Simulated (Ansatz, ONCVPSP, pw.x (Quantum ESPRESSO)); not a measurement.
Ag: one change to the ONCV potential, in the atom and in the bcc crystal

Ag (Z = 47), optimised norm-conserving Vanderbilt (ONCV), made with ONCVPSP 4.0.1.1 (patched build) (PBE, scalar-relativistic). Core [Kr], reference 4d10 5s1. Waves: 5s: rc 2.75 bohr, ncon 4, nbas 7, qcut 2.2 1/bohr, 2 projectors, debl 3.1 Ha; p scattering state at 0.24 Ha: rc 2.40 bohr, ncon 4, nbas 8, qcut 3.2 1/bohr, 1 projector; 4d: rc 1.55 bohr, ncon 5, nbas 10, qcut 11.9 1/bohr, 2 projectors, debl 0.3 Ha. Local part: polynomial inside 1.20 bohr (lpopt 5, dvloc0 6 Ha). Core correction: none.

Change: all radii scaled by about 1.17 (s 3.22, p 2.80, d 1.82 bohr); local potential polynomial inside 1.40 bohr (lpopt 5, dvloc0 6 Ha).

Cutoffs, loose and tight: the cutoffs (Ha) at which the residual kinetic energy of the hardest occupied pseudo-wave falls to 1 and 0.1 mHa per electron. They do not see the model core or the augmentation charge, which bear on the density cutoff. Test errors are all-electron minus pseudo excitation energies from the reference, over the configurations 4d10 5s0; 4d9 5s0; 4d8 5s0; 4d9 5s1 5p1; variants that change the core or the reference have their own tests.

Crystal test: bcc Ag in pw.x 7.5, no spin, 14³ k-points, Fermi–Dirac smearing 0.01 Ry, cutoffs set for each file from its atomic test. The reference is all-electron LAPW (Ansatz 0.2.0) with the same functional, mesh and smearing; V0 and B0 come from Birch–Murnaghan fits to the pressures at five volumes. Errors are pseudo minus all-electron; Δ is the rms difference of the E(V) curves that follow from these fits, minima aligned, over ±6 % about the mean V0. Mesh and smearing are coarse, so the numbers serve the comparison and aren't converged zero-temperature values; the lattice is a test structure that the element need not adopt.

All-electron: a0 = 3.302 Å (V0 = 18.01 Å³/atom), B0 = 87.5 GPa.

Does the change bring the crystal closer to the all-electron result?

The mean pressure error goes from -4.01 to -1.58 GPa, so the change moves the solid closer to the all-electron pressures. At 80 % of its cutoff the pressure of the base moves by -5.14 GPa.

```csv
quantity,base,changed
outcome (atom),generated,"generated, projector energies reset by the program"
"cutoff, loose (atom)",34 Ha,30 Ha
"cutoff, tight (atom)",41 Ha,35 Ha
bound ghosts (atom),none,none
largest test error (meV) (atom),-124 over the solved tests; 1 of 4 tests not solved or not reliable,-310
cutoffs in pw.x (Ry),95/380,85/340
a0 (Å),3.253,3.283
a0 error (%),-1.50,-0.59
B0 error (%),+13.1,+6.4
Δ (meV/atom),16.3,6.2
mean pressure error (GPa),-4.01,-1.58
```

Base: This is a poor potential for the solid. The generator flags a localised state at positive energy (p at 15 eV, s at 24 eV). Atomic configuration tests: 1 of 4 tests not solved or not reliable. Changed file: The largest radius (3.22 bohr) exceeds half the bond length (2.70 bohr), so the spheres overlap, which is one possible source of error among others. This is a poor potential for the solid. The generator flags a localised state at positive energy (d at 18 eV).
